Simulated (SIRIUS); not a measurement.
The system is TaN.

```
Ta N
1.0
     0.00000    2.21132    2.21132
     2.21132    0.00000    2.21132
     2.21132    2.21132    0.00000
Ta N
1 1
Cartesian
  2.2405 2.3053 2.2063
  0.0022 0.0062 -0.0610
```

The cell comes from a database or a generator and needn't be the stable form of this composition.

The cell isn't the ideal one: atoms moved at random.

```yaml
Program: SIRIUS 7.12.0
Task: relaxation of the atoms
Functional: PBE
Potentials_or_basis: all-electron FP-LAPW
Cutoff: 350 eV
Basis: apw+lo standard
k_mesh: 5 × 5 × 5
Occupations: fermi-dirac, width 0.05 eV
Spin: no spin polarisation
```

At the start: volume 10.81 Å³/atom.

Task: Where does the relaxation end?

Result: Over 4 steps the energy falls by 23.6 meV/atom; space group Fm-3m (No. 225, to 0.05 Å).

The path:
| step | energy change (eV) | largest force (eV/Å) |
| --- | --- | --- |
| 1 | 0.0000 | 0.7738 |
| 2 | -0.0161 | 0.6812 |
| 3 | -0.0206 | 0.6523 |
| 4 | -0.0471 | 0.0260 |

Final structure:
```
Ta N
1.0
     0.00000    2.21132    2.21132
     2.21132    0.00000    2.21132
     2.21132    2.21132    0.00000
Ta N
1 1
Cartesian
  2.2263 2.2620 2.1796
  0.0165 0.0497 -0.0342
```

Caveat: the k mesh is coarse (spacing up to 0.49 Å⁻¹), so the values aren't converged.
